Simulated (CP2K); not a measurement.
# Ca (Im-3m) in CP2K: notebook

The runs below take Ca through single point, with PBE.

All numbers are computed with CP2K 2026.2; they aren't measurements. Logs are shortened: lines on timing, memory, paths and dates and some standing lists are left out, and cuts for length are marked.

## (1) Starting point

The structure is cubic, space group Im-3m (No. 229). The conventional cell has a = 4.480 Å, b = 4.480 Å, c = 4.480 Å, α = 90.00°, β = 90.00°, γ = 90.00°. Around Ca (site symmetry m-3m) lie 8 Ca at 3.88 Å.

This isn't the form of Ca at room conditions, which is fcc.

## (2) Single point, PBE

The input, ca_scf.inp:

```
&GLOBAL
  PROJECT ca_scf
  RUN_TYPE ENERGY_FORCE
  PRINT_LEVEL LOW
&END GLOBAL
&FORCE_EVAL
  METHOD QS
  STRESS_TENSOR ANALYTICAL
  &DFT
    BASIS_SET_FILE_NAME BASIS_pob
    POTENTIAL_FILE_NAME POTENTIAL_UZH
    &MGRID
      CUTOFF 500
      REL_CUTOFF 60
      NGRIDS 4
    &END MGRID
    &QS
      METHOD GAPW
      EPS_DEFAULT 1.0E-10
    &END QS
    &KPOINTS
      SCHEME MONKHORST-PACK 8 8 8
      GAMMA_CENTERED T
      SYMMETRY T
      SYMMETRY_BACKEND SPGLIB
    &END KPOINTS
    &SCF
      SCF_GUESS ATOMIC
      EPS_SCF 1.0E-6
      MAX_SCF 100
      ADDED_MOS 8
      CHOLESKY OFF
      EPS_EIGVAL 1.0E-7
      &DIAGONALIZATION ON
        ALGORITHM STANDARD
      &END DIAGONALIZATION
      &MIXING ON
        METHOD BROYDEN_MIXING
        ALPHA 0.2
        BETA 1.5
        NBUFFER 8
      &END MIXING
      &SMEAR ON
        METHOD FERMI_DIRAC
        ELECTRONIC_TEMPERATURE 580.23
      &END SMEAR
    &END SCF
    &XC
      &XC_FUNCTIONAL PBE
      &END XC_FUNCTIONAL
    &END XC
    &PRINT
      &KPOINTS ON
      &END KPOINTS
      &MULLIKEN ON
      &END MULLIKEN
      &MO ON
        ENERGIES T
        OCCUPATION_NUMBERS T
        &EACH
          QS_SCF 0
        &END EACH
        ADD_LAST NUMERIC
      &END MO
      &E_DENSITY_CUBE ON
        STRIDE 2
      &END E_DENSITY_CUBE
      &V_HARTREE_CUBE ON
        STRIDE 2
      &END V_HARTREE_CUBE
    &END PRINT
  &END DFT
  &SUBSYS
    &CELL
      A 3.8797938090 0.0000000000 0.0000000000
      B -1.2932646030 3.6579046826 0.0000000000
      C -1.2932646030 -1.8289523413 3.1678383797
      PERIODIC XYZ
    &END CELL
    &COORD
      Ca  0.0000000000 0.0000000000 0.0000000000
    &END COORD
    &KIND Ca
      BASIS_SET pob-DZVP-rev2
      POTENTIAL ALL
      LEBEDEV_GRID 110
      RADIAL_GRID 80
    &END KIND
    &PRINT
      &ATOMIC_COORDINATES ON
      &END ATOMIC_COORDINATES
      &CELL ON
      &END CELL
    &END PRINT
  &END SUBSYS
  &PRINT
    &FORCES ON
    &END FORCES
    &STRESS_TENSOR ON
    &END STRESS_TENSOR
  &END PRINT
&END FORCE_EVAL
```

Potentials or basis: all electrons (GAPW); pob-DZVP-rev2 basis.

Launch:

```
> OMP_NUM_THREADS=1 cp2k.psmp -i ca_scf.inp -o ca_scf.out
```

ca_scf.out:

```text

 CP2K| version string:                                       CP2K version 2026.2
 CP2K| Input file name                                                ca_scf.inp

 GLOBAL| Force Environment number                                              1
 GLOBAL| Basis set file name                                           BASIS_pob
 GLOBAL| Potential file name                                       POTENTIAL_UZH
 GLOBAL| MM Potential file name                                     MM_POTENTIAL
 GLOBAL| Coordinate file name                                      __STD_INPUT__
 GLOBAL| Method name                                                        CP2K
 GLOBAL| Project name                                                     ca_scf
 GLOBAL| Run type                                                   ENERGY_FORCE
 GLOBAL| FFT library                                                       FFTW3
[... 6 lines left out ...]
 GLOBAL| Total number of message passing processes                             1
 GLOBAL| Number of threads for this process                                    1
 GLOBAL| CPU model name                          Intel(R) Xeon(R) Platinum 8488C

 CELL| Volume [angstrom^3]:                                            44.957696
 CELL| Vector a [angstrom]:       3.880     0.000     0.000   |a| =     3.879794
 CELL| Vector b [angstrom]:      -1.293     3.658     0.000   |b| =     3.879794
 CELL| Vector c [angstrom]:      -1.293    -1.829     3.168   |c| =     3.879794
 CELL| Angle (b,c), alpha [degree]:                                   109.471221
 CELL| Angle (a,c), beta  [degree]:                                   109.471221
 CELL| Angle (a,b), gamma [degree]:                                   109.471221
 CELL| Numerically orthorhombic:                                              NO
 CELL| Periodicity                                                           XYZ

 CELL_REF| Volume [angstrom^3]:                                        44.957696
 CELL_REF| Vector a [angstrom     3.880     0.000     0.000   |a| =     3.879794
 CELL_REF| Vector b [angstrom    -1.293     3.658     0.000   |b| =     3.879794
 CELL_REF| Vector c [angstrom    -1.293    -1.829     3.168   |c| =     3.879794
 CELL_REF| Angle (b,c), alpha [degree]:                               109.471221
 CELL_REF| Angle (a,c), beta  [degree]:                               109.471221
 CELL_REF| Angle (a,b), gamma [degree]:                               109.471221
 CELL_REF| Numerically orthorhombic:                                          NO
 CELL_REF| Periodicity                                                       XYZ
[... 9 lines left out ...]
 TOTAL NUMBERS AND MAXIMUM NUMBERS

  Total number of            - Atomic kinds:                                   1
                             - Atoms:                                          1
                             - Shell sets:                                     9
                             - Shells:                                         9
                             - Primitive Cartesian functions:                 24
                             - Cartesian basis functions:                     20
                             - Spherical basis functions:                     19

  Maximum angular momentum of the orbital basis functions:                     2

 MODULE QUICKSTEP: ATOMIC COORDINATES IN ANGSTROM

   Atom Kind Element         X             Y             Z       Z(eff)     Mass
      1    1 Ca   20      0.000000      0.000000      0.000000  20.0000  40.0780

 SCF PARAMETERS         Density guess:                                    ATOMIC
[... 9 lines left out ...]
                        --------------------------------------------------------
                        level_shift [a.u.]:                             0.000000
                        added MOs                                         8    0
                        --------------------------------------------------------
                        Mixing method:                            BROYDEN_MIXING
[... 11 lines left out ...]
 *******************************************************************************
 BRILLOUIN| K-point scheme                                        Monkhorst-Pack
 BRILLOUIN| K-Point grid                                             8    8    8
 BRILLOUIN| Gamma-centered k-point mesh                                     ON
 BRILLOUIN| K-point symmetry accuracy                               0.100000E-05
 BRILLOUIN| K-Point point group symmetrization                                ON
 BRILLOUIN| Symmetry backend                                             SPGLIB
 BRILLOUIN| Symmetry reduction method                                    SPGLIB
 BRILLOUIN| Wavefunction type                                            COMPLEX
 BRILLOUIN| List of Kpoints [2 Pi/Bohr]                                       29
 BRILLOUIN| Number           Weight            X              Y              Z
 BRILLOUIN|     1           0.01562       -0.37500       -0.37500       -0.37500
 BRILLOUIN|     2           0.04688       -0.37500       -0.37500       -0.25000
 BRILLOUIN|     3           0.02344       -0.37500       -0.37500       -0.12500
 BRILLOUIN|     4           0.04688       -0.37500       -0.37500        0.25000
 BRILLOUIN|     5           0.01172       -0.37500       -0.37500        0.37500
 BRILLOUIN|     6           0.04688       -0.37500       -0.25000       -0.25000
[... 21 lines left out ...]
 BRILLOUIN|    28           0.01172        0.00000        0.00000        0.50000
 BRILLOUIN|    29           0.00195        0.50000        0.50000        0.50000
 *******************************************************************************

 Extrapolation method: initial_guess

 Number of electrons:                                                         20
 Number of occupied orbitals:                                                 10
 Number of molecular orbitals:                                                18

 Number of orbital functions:                                                 19
 Number of independent orbital functions:                                     19

 SCF WAVEFUNCTION OPTIMIZATION

  Step     Update method      Time    Convergence         Total energy    Change
  ------------------------------------------------------------------------------
     1 NoMix/Diag. 0.20E+00    0.4     4.63769432      -677.1095911037 -6.77E+02
     2 Broy./Diag. 0.20E+00    0.5     0.02874897      -677.2493762527 -1.40E-01
     3 Broy./Diag. 0.20E+00    0.5     0.04348133      -677.2885590011 -3.92E-02
     4 Broy./Diag. 0.20E+00    0.5     0.08894498      -677.2319800376  5.66E-02
     5 Broy./Diag. 0.20E+00    0.5     0.00664011      -677.2434867001 -1.15E-02
     6 Broy./Diag. 0.20E+00    0.5     0.00916218      -677.2367636369  6.72E-03
     7 Broy./Diag. 0.20E+00    0.5     0.00153121      -677.2149137901  2.18E-02
     8 Broy./Diag. 0.20E+00    0.6     0.00136116      -677.2094668476  5.45E-03
     9 Broy./Diag. 0.20E+00    0.6     0.00018381      -677.2093879122  7.89E-05
    10 Broy./Diag. 0.20E+00    0.6     0.00024666      -677.2098899358 -5.02E-04
    11 Broy./Diag. 0.20E+00    0.6     0.00003841      -677.2101590059 -2.69E-04
    12 Broy./Diag. 0.20E+00    0.6     0.00004660      -677.2101584606  5.45E-07
    13 Broy./Diag. 0.20E+00    0.6     0.00000546      -677.2101432046  1.53E-05
    14 Broy./Diag. 0.20E+00    0.7     0.00000316      -677.2101483270 -5.12E-06
    15 Broy./Diag. 0.20E+00    0.7     0.00000041      -677.2101526183 -4.29E-06

  *** SCF run converged in    15 steps ***

  Electronic density on regular grids:        -11.3900366575        8.6099633425
  Core density on regular grids:               20.0000000000        0.0000000000
  Hard and soft densities (Lebedev):          -19.6137717051      -11.0038075353
  Total Rho_soft + Rho1_hard - Rho1_soft      -20.0000008272
  Total charge density (r-space):              -0.0000008272
  Total Rho_soft + Rho0_soft (g-space):        -0.0000009377

  Overlap energy of the core charge distribution:               0.00000000000000
  Self energy of the core charge distribution:               -289.32799156295198
  Core Hamiltonian energy:                                   -401.28986054834127
  Hartree energy:                                              53.00297932269770
  Exchange-correlation energy:                                 -6.48986508219501

  GAPW| Exc from hard and soft atomic rho1:                   -29.43192776044716
  GAPW| local Eh = 1 center integrals:                         -3.67331411922835
  Electronic entropic energy:                                  -0.00017286786340
  Fermi energy:                                                 0.24976649680228

  Total energy:                                              -677.21015261828211
  Total energy (extrapolated to T->0):                       -677.21006618435035

 MO| EIGENVALUES AND OCCUPATION NUMBERS FOR K POINT 1
 MO|
 MO|  Index      Eigenvalue [a.u.]        Eigenvalue [eV]             Occupation
 MO|      1            -143.988595           -3918.128916               2.000000
 MO|      2             -14.730809            -400.845701               2.000000
 MO|      3             -11.934685            -324.759291               2.000000
 MO|      4             -11.934538            -324.755284               2.000000
 MO|      5             -11.934538            -324.755284               2.000000
 MO|      6              -1.366202             -37.176245               2.000000
[... 10 lines left out ...]
 MO|     17               0.656512              17.864606               0.000000
 MO|     18               0.656512              17.864606               0.000000
 MO| Sum:                                                              18.000013
 MO| E(Fermi):            0.249766 a.u.          6.796492 eV
[... 296 lines left out ...]
 MO|
 MO|  Index      Eigenvalue [a.u.]        Eigenvalue [eV]             Occupation
 MO|      1            -143.988573           -3918.128343               2.000000
 MO|      2             -14.730796            -400.845343               2.000000
 MO|      3             -11.934668            -324.758839               2.000000
 MO|      4             -11.934668            -324.758839               2.000000
 MO|      5             -11.934578            -324.756390               2.000000
 MO|      6              -1.366456             -37.183164               2.000000
[... 10 lines left out ...]
 MO|     17               0.676407              18.405979               0.000000
 MO|     18               0.676407              18.405979               0.000000
 MO| Sum:                                                              20.000000
 MO| E(Fermi):            0.249766 a.u.          6.796492 eV
 MO| Band gap:            0.325674 a.u.          8.862041 eV

 [... the levels of further k-points ...]

 The electron density is written in Cube    file format to the file:

 ca_scf-ELECTRON_DENSITY-1_0.cube

 Soft electronic charge (R-space) :      -11.3900358033
 Hard electronic charge (R-space) :       -8.6099641674
 Total electronic charge (R-space):      -19.9999999707

 !-----------------------------------------------------------------------------!
                     Mulliken Population Analysis

 #  Atom  Element  Kind  Atomic population                           Net charge
       1     Ca       1         20.000000                              0.000000
 # Total charge                             20.000000                  0.000000

 !-----------------------------------------------------------------------------!

 ENERGY| Total FORCE_EVAL ( QS ) energy [hartree]           -677.210150540108998

 FORCES| Atomic forces [hartree/bohr]
 FORCES|   Atom     x               y               z               |f|
 FORCES|      1  3.95877371E-15 -4.90244291E-14 -1.46438971E-14   5.13177382E-14
 FORCES| Sum     3.95877371E-15 -4.90244291E-14 -1.46438971E-14
 FORCES| Total atomic force                                       5.13177382E-14

 STRESS| Analytical stress tensor [bar]
 STRESS|                        x                   y                   z
 STRESS|      x       -1.33322995437E+05   2.80040337916E-03   4.77353656206E-03
 STRESS|      y        2.80040337916E-03  -1.33322993578E+05   6.78043439117E-03
 STRESS|      z        4.77353656206E-03   6.78043439117E-03  -1.33322985618E+05
 STRESS| 1/3 Trace                                            -1.33322991544E+05
 STRESS| Determinant                                          -2.36981885106E+15

 STRESS| Eigenvectors and eigenvalues of the analytical stress tensor [bar]
 STRESS|                        1                   2                   3
 STRESS| Eigenvalues  -1.33322997491E+05  -1.33322997362E+05  -1.33322979780E+05
 STRESS|      x           0.461764466416      0.822021901251      0.333247012619
 STRESS|      y          -0.837368005985      0.280074868638      0.469438910307
 STRESS|      z           0.292554952289     -0.495820594390      0.817663462599
```

Wall time 10 s (1 thread of Intel Xeon Platinum 8488C (Sapphire Rapids), shared host); peak memory 0.3 GiB.

What came out:

```yaml
Free_energy: -18427.8254 eV
Pressure: -13.3 GPa
Band_gap_on_the_k_mesh: none (metal or under the smearing width)
```

Caveat: the cell was measured hot, at 740 K; the basis of atomic orbitals isn't converged, which shifts pressures, moduli and gaps.

## (3) Single point, PBE

Changes to ca_scf.inp since step 2:

```diff
@@ -83,3 +83,3 @@
     &KIND Ca
-      BASIS_SET pob-DZVP-rev2
+      BASIS_SET pob-TZVP-rev2
       POTENTIAL ALL
```

Potentials or basis: all electrons (GAPW); pob-TZVP-rev2 basis.

Launch:

```
> OMP_NUM_THREADS=1 cp2k.psmp -i ca_scf.inp -o ca_scf.out
```

Run time: 13 s. Hardware: 1 thread of Intel Xeon Platinum 8488C (Sapphire Rapids), shared host; peak memory 0.3 GiB.

The run converged. Its results:

- Free energy: -18429.8957 eV
- Pressure: -9.1 GPa
- Band gap on the k mesh: none (metal or under the smearing width)

Levels at points of the mesh, in eV from the Fermi level:
```
           k point  band 8  band 9  band 10  band 11  band 12  band 13
(0.00, 0.00, 0.00)  -25.57  -25.57    -5.92    10.82    10.82    10.82
(0.00, 0.00, 0.50)  -25.60  -25.57    -1.70    -0.38     6.16     9.18
(0.50, 0.50, 0.50)  -25.64  -25.64     2.21     2.21     2.21     5.06
```

Caveat: the cell was measured hot, at 740 K; the basis of atomic orbitals isn't converged, which shifts pressures, moduli and gaps.
